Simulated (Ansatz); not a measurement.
Set up this calculation in Ansatz 0.2.0, as the native input.

| Quantity | Value |
| --- | --- |
| Task | single point |
| Functional | PBE |
| Potentials or basis | Ansatz PAW |
| Cutoff | 420 eV (not typed: the program's choice for these potentials) |
| k mesh | 8 × 8 × 4 |
| Occupations | gaussian, width 0.011 eV |
| Spin | no spin polarisation |

Crystal: TiO2.

```
CELL_PARAMETERS angstrom
6.15358 -1.88347 0.00000
6.15358 1.88347 0.00000
-1.92833 0.00000 6.32897
ATOMIC_POSITIONS crystal
Ti 0.90007 0.90007 0.28960
Ti 0.19529 0.19529 0.28376
Ti 0.09993 0.09993 0.71040
Ti 0.80471 0.80471 0.71624
O 0.36193 0.36193 0.29340
O 0.26349 0.26349 0.65250
O 0.86719 0.86719 0.99529
O 0.73651 0.73651 0.34750
O 0.94165 0.94165 0.63002
O 0.13281 0.13281 0.00471
O 0.63807 0.63807 0.70660
O 0.05835 0.05835 0.36998
```

The cell comes from a database or a generator and needn't be the stable form of this composition.

These files were run (other wordings do the same):

input.yaml

```yaml
crystal:
  lattice:
    - [6.1535771931, -1.8834685, 0.0]
    - [6.1535771931, 1.8834685, 0.0]
    - [-1.9283261078, 0.0, 6.3289668713]
  atoms:
    - { symbol: Ti, position: [0.900071, 0.900071, 0.289602] }
    - { symbol: Ti, position: [0.195286, 0.195286, 0.283762] }
    - { symbol: Ti, position: [0.099929, 0.099929, 0.710398] }
    - { symbol: Ti, position: [0.804714, 0.804714, 0.716238] }
    - { symbol: O, position: [0.361931, 0.361931, 0.293397] }
    - { symbol: O, position: [0.2634885, 0.2634885, 0.6525] }
    - { symbol: O, position: [0.8671885, 0.8671885, 0.995291] }
    - { symbol: O, position: [0.7365115, 0.7365115, 0.3475] }
    - { symbol: O, position: [0.9416475, 0.9416475, 0.630021] }
    - { symbol: O, position: [0.1328115, 0.1328115, 0.004709] }
    - { symbol: O, position: [0.638069, 0.638069, 0.706603] }
    - { symbol: O, position: [0.0583525, 0.0583525, 0.369979] }
hamiltonian:
  xc: pbe
  pseudopotentials: { kind: paw }
kpoints:
  mp_grid: { grid: [8, 8, 4] }
scf:
  occupations: { method: gaussian, width: 0.011 }
output:
  forces: true
  stress: true
  eigenvalues: true
  write_density: true
  write_potential: true
  elf: true
  volumetric_format: npy
```

Potentials or basis: Ansatz PAW.

Command:

```bash
$ ansatz run input.yaml --threads 4 --pin off --max-ram 11264MiB --backend cpu --events-out ev --progress --plain --runs-dir out
```

Results of the run:

```
Pressure               : -1.2 GPa
Largest force          : 0.186 eV/Å
Band gap on the k mesh : 2.75 eV, indirect (least direct gap 2.92 eV)
```

Caveat: the pressure holds a Pulay correction of +0.6 GPa for the finite cutoff.

It took 39 s on 4 threads of Intel(R) Xeon(R) Processor @ 2.50GHz (Skylake/Cascade Lake), on a shared host, peak memory 0.89 GiB.
